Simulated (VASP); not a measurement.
# Rb (Fm-3m) in VASP: notebook

One crystal, Rb, is run at these levels: r2SCAN; tasks: single point.

Program: VASP 6.6.1. These are calculated values, not measurements. Logs are shortened: lines on timing, memory, paths and dates and some standing lists are left out, and cuts for length are marked.

## 1. Starting point

It takes space group Fm-3m (No. 225, cubic). The conventional cell has a = 7.280 Å, b = 7.280 Å, c = 7.280 Å, α = 90.00°, β = 90.00°, γ = 90.00°.

This isn't the form of Rb at room conditions, which is bcc.

## 2. Single point, r2SCAN

The input, INCAR:

```
SYSTEM = Rb
PREC = Normal
ENCUT = 450
EDIFF = 1E-6
ISMEAR = 1
SIGMA = 0.2
LREAL = .FALSE.
LASPH = .TRUE.
NELM = 100
ALGO = Normal
ISIF = 2
LWAVE = .FALSE.
LCHARG = .FALSE.
METAGGA = R2SCAN
LMIXTAU = .TRUE.
ADDGRID = .FALSE.
```

The input, KPOINTS:

```
regular mesh
0
G
  5 5 5
  0 0 0
```

The input, POSCAR:

```
Rb
1.0
    0.0790870000      3.6559800000      3.6130310000
    3.6559400000      0.0406780000      3.6514400000
    3.6810400000      3.7194890000      0.0155780000
Rb
1
Direct
   -0.0191540000      0.0033960000      0.0084760000
```

Potentials or basis: VASP PAW PBE potentials, release 64 (Rb_sv).

On the command line:

```sh
> cat potpaw_PBE.64/Rb_sv/POTCAR > POTCAR
> mpirun -np 1 vasp_std > vasp.out
```

OUTCAR:

```text
SYSTEM = Rb
   PREC = Normal
   ENCUT = 450
   EDIFF = 1E-6
   ISMEAR = 1
   LREAL = .FALSE.
   LASPH = .TRUE.
   NELM = 100
   ISIF = 2
   METAGGA = R2SCAN

 Found     63 irreducible k-points:

 Following reciprocal coordinates:
            Coordinates               Weight
  0.000000  0.000000  0.000000      1.000000
  0.200000 -0.000000  0.000000      2.000000
  0.400000  0.000000  0.000000      2.000000
  0.000000  0.200000  0.000000      2.000000
  0.200000  0.200000  0.000000      2.000000
  0.400000  0.200000  0.000000      2.000000
   k-points           NKPTS =     63   k-points in BZ     NKDIM =     63   number of bands    NBANDS=      8
   number of dos      NEDOS =    301   number of ions     NIONS =      1
   total plane-waves  NPLWV =  21952
   dimension x,y,z NGX =    28 NGY =   28 NGZ =   28
   dimension x,y,z NGXF=    56 NGYF=   56 NGZF=   56
   ions per type =               1
   NGX,Y,Z   is equivalent  to a cutoff of   9.06,  9.01,  8.90 a.u.
   NGXF,Y,Z  is equivalent  to a cutoff of  18.11, 18.02, 17.79 a.u.
 SYSTEM =  Rb
   PREC   = normal    normal or accurate (medium, high low for compatibility)
   ISTART =      0    job   : 0-new  1-cont  2-samecut
   ICHARG =      2    charge: 1-file 2-atom 10-const
   ISPIN  =      1    spin polarized calculation?
   LNONCOLLINEAR =      F non collinear calculations
   LSORBIT =      F    spin-orbit coupling
   LASPH  =      T    aspherical Exc in radial PAW
   ENCUT  =  450.0 eV  33.07 Ry    5.75 a.u.   8.89  8.94  9.05*2*pi/ulx,y,z
   NELM   =    100;   NELMIN=  2; NELMDL= -5     # of ELM steps
   EDIFF  = 0.1E-05   stopping-criterion for ELM
   LREAL  =      F    real-space projection
   EDIFFG = 0.1E-04   stopping-criterion for IOM
   NSW    =      0    number of steps for IOM
   IBRION =     -1    ionic relax: 0-MD 1-quasi-New 2-CG
   NFREE  =      0    steps in history (QN), initial steepest desc. (CG)
   ISIF   =      2    stress and relaxation
   ISYM   =      2    0-nonsym 1-usesym 2-fastsym
   POTIM  = 0.5000    time-step for ionic-motion
   TEBEG  =    0.0;   TEEND  =   0.0 temperature during run
   PSTRESS=    0.0 pullay stress
   NELECT =       9.0000    total number of electrons
   NUPDOWN=      -1.0000    fix difference up-down
   EMIN   =  10.00;   EMAX   =-10.00  energy-range for DOS
   EFERMI =   0.00;   METHOD = LEGACY
   ISMEAR =     1;   SIGMA  =   0.20  broadening in eV -4-tet -1-fermi 0-gaus
   EFERMI_NEDOS =   21; number of points for ismear=-14 and -15
   IALGO  =     38    algorithm
   IMIX   =      4    mixing-type and parameters
     AMIX     =   0.40;   BMIX     =  1.00
     AMIX_MAG =   1.60;   BMIX_MAG =  1.00
  volume/ion in A,a.u.               =      96.45       650.86
  Fermi-wavevector in a.u.,A,eV,Ry     =   0.742548  1.403213  7.501953  0.551378
  Thomas-Fermi vector in A             =   1.837453
   LORBIT       =      0    0 simple, 1 ext, 2 COOP (PROOUT), +10 PAW based schemes
   METAGGA = R2SCAN    functional components
   LHFCALC =     F    Hartree Fock is set to
   AEXX    =    0.0000 exact exchange contribution
   IVDW    =     0    specifies the selected vdW correction
   LEPSILON=     F    determine dielectric tensor
   LRPA    =     F    only Hartree local field effects (RPA)
 non-spin polarized calculation
 Methfessel and Paxton  Order N= 1 SIGMA  =   0.20
  energy-cutoff  :      450.00
  volume of cell :       96.45
 maximum number of plane-waves:      2106
   NGX = 17   NGY = 17   NGZ = 19

 number of electron       9.0000000 magnetization

 Free energy of the ion-electron system (eV)
  ---------------------------------------------------
  ext. energy  EPLUGINS =         0.00000000
  ---------------------------------------------------
  free energy    TOTEN  =       -13.94485988 eV

  energy without entropy =      -13.94779458  energy(sigma->0) =      -13.94583811

 E-fermi :   0.0681     XC(G=0):  -5.5821

 val. band max:        0.0291948747   @ k =   0.4000   0.4000   0.0000
 cond. band min:       0.3051970365   @ k =  -0.4000  -0.4000   0.4000
 fundamental gap:      0.2760021618
 Fermi energy:         0.0680640725

 k-point     1 :       0.0000    0.0000    0.0000
  band No.  band energies     occupation
      1     -30.1666      2.00000
      2     -13.6609      2.00000
      3     -13.6606      2.00000
      4     -13.6605      2.00000
      5      -2.0778      2.00000
      6       3.7745     -0.00000
      7       3.8774     -0.00000
      8       4.0269     -0.00000

 k-point     2 :       0.2000   -0.0000    0.0000
  band No.  band energies     occupation
      1     -30.1654      2.00000
      2     -13.6906      2.00000
      3     -13.6652      2.00000
      4     -13.6645      2.00000
      5      -1.6206      2.00000
      6       2.9128     -0.00000
      7       3.8783     -0.00000
      8       3.9999     -0.00000

 k-point     3 :       0.4000    0.0000    0.0000
  band No.  band energies     occupation
      1     -30.1634      2.00000
      2     -13.7378      2.00000
      3     -13.6726      2.00000
      4     -13.6709      2.00000
      5      -0.3944      2.00514
      6       1.2720     -0.00000
      7       3.5898     -0.00000
      8       3.7147     -0.00000

 k-point     4 :       0.0000    0.2000    0.0000
  band No.  band energies     occupation
      1     -30.1655      2.00000
      2     -13.6891      2.00000
      3     -13.6648      2.00000
      4     -13.6640      2.00000
      5      -1.6336      2.00000
      6       2.8298     -0.00000
      7       3.8513     -0.00000
      8       4.1017      0.00000

 k-point     5 :       0.2000    0.2000    0.0000
  band No.  band energies     occupation
      1     -30.1652      2.00000
      2     -13.6878      2.00000
      3     -13.6712      2.00000
      4     -13.6704      2.00000
      5      -1.4874      2.00000
      6       2.8987     -0.00000
      7       3.8100     -0.00000
      8       3.8703     -0.00000

 k-point     6 :       0.4000    0.2000    0.0000
  band No.  band energies     occupation
      1     -30.1635      2.00000
      2     -13.7227      2.00000
      3     -13.6805      2.00000
      4     -13.6788      2.00000
      5      -0.5248      2.00023
      6       1.9379     -0.00000
      7       2.8461     -0.00000
      8       3.8439     -0.00000

 [... further k-points ...]

------------------------ aborting loop because EDIFF is reached ----------------------------------------

  FORCE on cell =-STRESS in cart. coord.  units (eV):
  Direction    XX          YY          ZZ          XY          YZ          ZX
  --------------------------------------------------------------------------------------
  -------------------------------------------------------------------------------------
  Total       -0.0271856     -0.0323607     -0.0287493     -0.0566096      0.0121136     -0.0301703
  in kB       -0.4516024     -0.5375709     -0.4775791     -0.9403897      0.2012289     -0.5011837
  external PRESSURE =      -0.4889174 kB  Pullay stress =       0.0000000 kB

 VOLUME and BASIS-vectors are now :
 -----------------------------------------------------------------------------
  energy-cutoff  :      450.00
  volume of cell :       96.45
      direct lattice vectors                 reciprocal lattice vectors
     0.079087000  3.655980000  3.613031000    -0.140810279  0.138770703  0.139437870
     3.655940000  0.040678000  3.651440000     0.138745112 -0.137882505  0.136484505
     3.681040000  3.719489000  0.015578000     0.136888613  0.133960839 -0.138549672

 POSITION                                       TOTAL-FORCE (eV/Angst)
 -----------------------------------------------------------------------------------
      0.12119      3.61762      3.55636        -0.000000      0.000000     -0.000000
 -----------------------------------------------------------------------------------
    total drift:                               -0.000001     -0.000000     -0.000001

  FREE ENERGIE OF THE ION-ELECTRON SYSTEM (eV)
  ---------------------------------------------------
  free  energy   TOTEN  =       -13.9448598792 eV

  energy  without entropy=      -13.9477945801  energy(sigma->0) =      -13.94583811
```

It took 67 s on 1 thread of Intel Xeon 6975P-C (Granite Rapids), shared host; peak memory 0.18 GiB.

The run converged, but some of its settings lie outside the range that counts as converged, so its numbers aren't taken as properties of the crystal.

What came out:

```yaml
Free_energy: -13.9449 eV
Pressure: 0.0 GPa
Band_gap_on_the_k_mesh: none (metal or under the smearing width)
```

Caveat: the PAW data sets were made with another functional, which shifts forces and pressure a little.

## 3. Single point, r2SCAN

INCAR: that of step 2 with these lines changed.

```diff
@@ -1,3 +1,3 @@
 SYSTEM = Rb
-PREC = Normal
+PREC = Accurate
 ENCUT = 450
@@ -6,3 +6,3 @@
 SIGMA = 0.2
-LREAL = .FALSE.
+LREAL = Auto
 LASPH = .TRUE.
```

KPOINTS is that of step 2.

The input, POSCAR:

```
Rb
1.0
    0.0000000000      3.6398846700      3.6398846700
    3.6398846700      0.0000000000      3.6398846700
    3.6398846700      3.6398846700      0.0000000000
Rb
1
Direct
    0.0000000000      0.0000000000      0.0000000000
```

Potentials or basis: VASP PAW PBE potentials, release 64 (Rb_sv).

On the command line:

```sh
> cat potpaw_PBE.64/Rb_sv/POTCAR > POTCAR
> mpirun -np 1 vasp_std > vasp.out
```

OUTCAR:

```text
SYSTEM = Rb
   PREC = Accurate
   ENCUT = 450
   EDIFF = 1E-6
   ISMEAR = 1
   LREAL = Auto
   LASPH = .TRUE.
   NELM = 100
   ISIF = 2
   METAGGA = R2SCAN

 Found     10 irreducible k-points:

 Following reciprocal coordinates:
            Coordinates               Weight
  0.000000  0.000000  0.000000      1.000000
  0.200000  0.000000  0.000000      8.000000
  0.400000  0.000000  0.000000      8.000000
  0.200000  0.200000  0.000000      6.000000
  0.400000  0.200000  0.000000     24.000000
 -0.400000  0.200000  0.000000     24.000000
   k-points           NKPTS =     10   k-points in BZ     NKDIM =     10   number of bands    NBANDS=      8
   number of dos      NEDOS =    301   number of ions     NIONS =      1
   total plane-waves  NPLWV =  46656
   dimension x,y,z NGX =    36 NGY =   36 NGZ =   36
   dimension x,y,z NGXF=    72 NGYF=   72 NGZF=   72
   ions per type =               1
   NGX,Y,Z   is equivalent  to a cutoff of  11.63, 11.63, 11.63 a.u.
   NGXF,Y,Z  is equivalent  to a cutoff of  23.25, 23.25, 23.25 a.u.
 SYSTEM =  Rb
   PREC   = accura    normal or accurate (medium, high low for compatibility)
   ISTART =      0    job   : 0-new  1-cont  2-samecut
   ICHARG =      2    charge: 1-file 2-atom 10-const
   ISPIN  =      1    spin polarized calculation?
   LNONCOLLINEAR =      F non collinear calculations
   LSORBIT =      F    spin-orbit coupling
   LASPH  =      T    aspherical Exc in radial PAW
   ENCUT  =  450.0 eV  33.07 Ry    5.75 a.u.   8.90  8.90  8.90*2*pi/ulx,y,z
   NELM   =    100;   NELMIN=  2; NELMDL= -5     # of ELM steps
   EDIFF  = 0.1E-05   stopping-criterion for ELM
   LREAL  =      T    real-space projection
   EDIFFG = 0.1E-04   stopping-criterion for IOM
   NSW    =      0    number of steps for IOM
   IBRION =     -1    ionic relax: 0-MD 1-quasi-New 2-CG
   NFREE  =      0    steps in history (QN), initial steepest desc. (CG)
   ISIF   =      2    stress and relaxation
   ISYM   =      2    0-nonsym 1-usesym 2-fastsym
   POTIM  = 0.5000    time-step for ionic-motion
   TEBEG  =    0.0;   TEEND  =   0.0 temperature during run
   PSTRESS=    0.0 pullay stress
   NELECT =       9.0000    total number of electrons
   NUPDOWN=      -1.0000    fix difference up-down
   EMIN   =  10.00;   EMAX   =-10.00  energy-range for DOS
   EFERMI =   0.00;   METHOD = LEGACY
   ISMEAR =     1;   SIGMA  =   0.20  broadening in eV -4-tet -1-fermi 0-gaus
   EFERMI_NEDOS =   21; number of points for ismear=-14 and -15
   IALGO  =     38    algorithm
   IMIX   =      4    mixing-type and parameters
     AMIX     =   0.40;   BMIX     =  1.00
     AMIX_MAG =   1.60;   BMIX_MAG =  1.00
  volume/ion in A,a.u.               =      96.45       650.86
  Fermi-wavevector in a.u.,A,eV,Ry     =   0.742548  1.403213  7.501953  0.551378
  Thomas-Fermi vector in A             =   1.837453
   LORBIT       =      0    0 simple, 1 ext, 2 COOP (PROOUT), +10 PAW based schemes
   METAGGA = R2SCAN    functional components
   LHFCALC =     F    Hartree Fock is set to
   AEXX    =    0.0000 exact exchange contribution
   IVDW    =     0    specifies the selected vdW correction
   LEPSILON=     F    determine dielectric tensor
   LRPA    =     F    only Hartree local field effects (RPA)
 non-spin polarized calculation
 Methfessel and Paxton  Order N= 1 SIGMA  =   0.20
  energy-cutoff  :      450.00
  volume of cell :       96.45
 maximum number of plane-waves:      2107
   NGX = 17   NGY = 17   NGZ = 17

 number of electron       9.0000000 magnetization

 Free energy of the ion-electron system (eV)
  ---------------------------------------------------
  ext. energy  EPLUGINS =         0.00000000
  ---------------------------------------------------
  free energy    TOTEN  =       -13.94602730 eV

  energy without entropy =      -13.94882965  energy(sigma->0) =      -13.94696142

 E-fermi :   0.0655     XC(G=0):  -5.5831

 val. band max:        0.0139270118   @ k =   0.4000   0.4000   0.0000
 cond. band min:       0.3757695400   @ k =  -0.4000   0.2000   0.0000
 fundamental gap:      0.3618425282
 Fermi energy:         0.0654946833

 k-point     1 :       0.0000    0.0000    0.0000
  band No.  band energies     occupation
      1     -30.1644      2.00000
      2     -13.6588      2.00000
      3     -13.6588      2.00000
      4     -13.6588      2.00000
      5      -2.0789      2.00000
      6       3.8963     -0.00000
      7       3.8963     -0.00000
      8       3.8963     -0.00000
[... 45 lines left out ...]
 k-point     6 :      -0.4000    0.2000    0.0000
  band No.  band energies     occupation
      1     -30.1608      2.00000
      2     -13.7281      2.00000
      3     -13.6893      2.00000
      4     -13.6735      2.00000
      5       0.3758     -0.05063
      6       0.8970     -0.00000
      7       2.5752     -0.00000
      8       3.8894     -0.00000

 [... further k-points ...]

------------------------ aborting loop because EDIFF is reached ----------------------------------------

  FORCE on cell =-STRESS in cart. coord.  units (eV):
  Direction    XX          YY          ZZ          XY          YZ          ZX
  --------------------------------------------------------------------------------------
  -------------------------------------------------------------------------------------
  Total       -0.0444972     -0.0444972     -0.0444972      0.0000000      0.0000000     -0.0000000
  in kB       -0.7391799     -0.7391799     -0.7391799      0.0000000      0.0000000     -0.0000000
  external PRESSURE =      -0.7391799 kB  Pullay stress =       0.0000000 kB

 VOLUME and BASIS-vectors are now :
 -----------------------------------------------------------------------------
  energy-cutoff  :      450.00
  volume of cell :       96.45
      direct lattice vectors                 reciprocal lattice vectors
     0.000000000  3.639884670  3.639884670    -0.137366990  0.137366990  0.137366990
     3.639884670  0.000000000  3.639884670     0.137366990 -0.137366990  0.137366990
     3.639884670  3.639884670  0.000000000     0.137366990  0.137366990 -0.137366990

 POSITION                                       TOTAL-FORCE (eV/Angst)
 -----------------------------------------------------------------------------------
      0.00000      0.00000      0.00000         0.000000      0.000000     -0.000000
 -----------------------------------------------------------------------------------
    total drift:                               -0.000000      0.000000      0.000000

  FREE ENERGIE OF THE ION-ELECTRON SYSTEM (eV)
  ---------------------------------------------------
  free  energy   TOTEN  =       -13.9460272998 eV

  energy  without entropy=      -13.9488296508  energy(sigma->0) =      -13.94696142
```

OSZICAR:

```text
N       E                     dE             d eps       ncg     rms          rms(c)
DAV:   1     0.288889855808E+02    0.28889E+02   -0.30329E+03   160   0.733E+02
DAV:   2    -0.143154705603E+02   -0.43204E+02   -0.40777E+02   176   0.142E+02
DAV:   3    -0.170088712475E+02   -0.26934E+01   -0.26945E+01   248   0.404E+01
[... 20 lines left out ...]
DAV:  24    -0.139460055168E+02    0.95075E-05   -0.79866E-06   168   0.264E-02    0.962E-03
DAV:  25    -0.139460328028E+02   -0.27286E-04   -0.24441E-05   160   0.756E-02    0.566E-03
DAV:  26    -0.139460405378E+02   -0.77350E-05   -0.99456E-06   160   0.402E-02    0.344E-03
DAV:  27    -0.139460278245E+02    0.12713E-04   -0.54936E-05   160   0.722E-02    0.195E-03
DAV:  28    -0.139460272998E+02    0.52477E-06   -0.15497E-06   176   0.126E-02
   1 F= -.13946027E+02 E0= -.13946961E+02  d E =0.280235E-02
```

stdout:

```text
POSCAR found type information on POSCAR Rb
 POSCAR found :  1 types and       1 ions
 scaLAPACK will be used
 -----------------------------------------------------------------------------
|                                                                             |
|                                                                             |
|     You have a (more or less) 'small supercell' and for smaller cells       |
|     it is recommended to use the reciprocal-space projection scheme!        |
|     The real-space optimization is not efficient for small cells and it     |
|     is also less accurate ...                                               |
|     Therefore, set LREAL=.FALSE. in the INCAR file.                         |
|                                                                             |
 -----------------------------------------------------------------------------

 -----------------------------------------------------------------------------
|                                                                             |
|                                                                             |
|     You enforced a specific xc type in the INCAR file but a different       |
|     I HOPE YOU KNOW WHAT YOU ARE DOING!                                     |
|                                                                             |
 -----------------------------------------------------------------------------

 LDA part: xc-table for (None), standard interpolation
 POSCAR, INCAR and KPOINTS ok, starting setup
 FFT: planning ... GRIDC
 FFT: planning ... GRID_SOFT
 FFT: planning ... GRID
 WAVECAR not read
 entering main loop
```

It took 29 s on 1 thread of Intel Xeon 6975P-C (Granite Rapids), shared host; peak memory 0.21 GiB.

The run converged, but some of its settings lie outside the range that counts as converged, so its numbers aren't taken as properties of the crystal.

Results:

```yaml
Free_energy: -13.9460 eV
Pressure: -0.1 GPa
Band_gap_on_the_k_mesh: none (metal or under the smearing width)
```

Caveat: the PAW data sets were made with another functional, which shifts forces and pressure a little.

## 4. The reference run

An earlier run on the cell as given: functional PBE; potentials or basis VASP PAW PBE potentials, release 64 (Rb_sv); cutoff 520 eV; k mesh 6 × 6 × 6; occupations fermi-dirac, width 0.05 eV; no spin polarisation.

* Pressure: -0.1 GPa
* Band gap on the k mesh: none (metal or under the smearing width)
